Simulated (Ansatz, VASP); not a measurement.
**One calculation of Ge4N, two programs**

Contents of INCAR:

```
PREC     = Accurate       # precision mode
ENCUT    = 600            # plane-wave cutoff, eV
EDIFF    = 1E-6           # SCF threshold, eV
ISMEAR   = 0              # smearing method
SIGMA    = 0.1            # smearing width, eV
LREAL    = F              # projectors in reciprocal space
LASPH    = T              # aspherical terms in the spheres
NELM     = 80             # most SCF steps
ALGO     = Fast           # electronic algorithm
ISIF     = 3              # what is computed and relaxed
LWAVE    = F              # write WAVECAR
LCHARG   = F              # write CHGCAR
GGA      = PE             # functional
IBRION   = 2              # ionic algorithm
NSW      = 100            # ionic steps
EDIFFG   = -0.01          # ionic threshold
```

Contents of KPOINTS:

```
regular mesh
0
Gamma
  9 9 10
```

File POSCAR:

```
Ge4N
1.0
    5.3605441992      0.0000000000      0.0000000000
   -2.6802720996      4.6423674546      0.0000000000
    0.0000000000      0.0000000000      4.0926256817
Ge N
4 1
Direct
    0.5000000000      0.0000000000      0.5000000000
    0.0000000000      0.5000000000      0.5000000000
    0.5000000000      0.5000000000      0.5000000000
    0.0000000000      0.0000000000      0.0000000000
    0.0000000000      0.0000000000      0.5000000000
```

Input for Ansatz:

```yaml
crystal:
  lattice:
    - [5.3605441992, 0.0, 0.0]
    - [-2.6802720996, 4.6423674546, 0.0]
    - [0.0, 0.0, 4.0926256817]
  atoms:
    - { symbol: Ge, position: [0.5, 0.0, 0.5] }
    - { symbol: Ge, position: [0.0, 0.5, 0.5] }
    - { symbol: Ge, position: [0.5, 0.5, 0.5] }
    - { symbol: Ge, position: [0.0, 0.0, 0.0] }
    - { symbol: "N", position: [0.0, 0.0, 0.5] }
basis:
  ecutwfc: 420
kpoints:
  mp_grid: { grid: [9, 9, 10] }
hamiltonian:
  xc: pbe
scf:
  occupations: { method: gaussian, width: 0.1 }
output:
  forces: true
  stress: true
  eigenvalues: true
  write_density: true
  write_potential: true
  elf: true
  volumetric_format: npy
relax:
  adjacent_minimum: "off"
  f_tol: 0.01
  max_steps: 80
  cell: { stress_tol: 0.05 }
```

Alike in both runs: task relaxation of cell and atoms; functional PBE; k mesh 9 × 9 × 10; occupations gaussian, width 0.1 eV; no spin polarisation.

|  | VASP | Ansatz |
| --- | --- | --- |
| version | VASP 6.6.1 | Ansatz 0.2.0 |
| potentials or method | VASP PAW PBE potentials, release 64 (Ge_d, N) | scalar-relativistic, plane waves, PAW |
| plane-wave cutoff (eV) | 600 | 420 |
| valence electrons in the cell | 61 | 61 |

|  | VASP | Ansatz | Ansatz less VASP |
| --- | --- | --- | --- |
| gap on the k mesh at the Fermi level, each at its own relaxed structure (eV) | none | none | - |
| relaxed volume (Å³/atom) | 20.12 | 20.14 | +0.021 |
| relaxed cell length with the largest relative difference (Å) | 3.936 | 3.942 | +0.0057 |
| energy change over the relaxation (meV/atom) | -10 | -10 | +0.1 |

A gap of «none» marks a metal or a gap that the smearing closes.
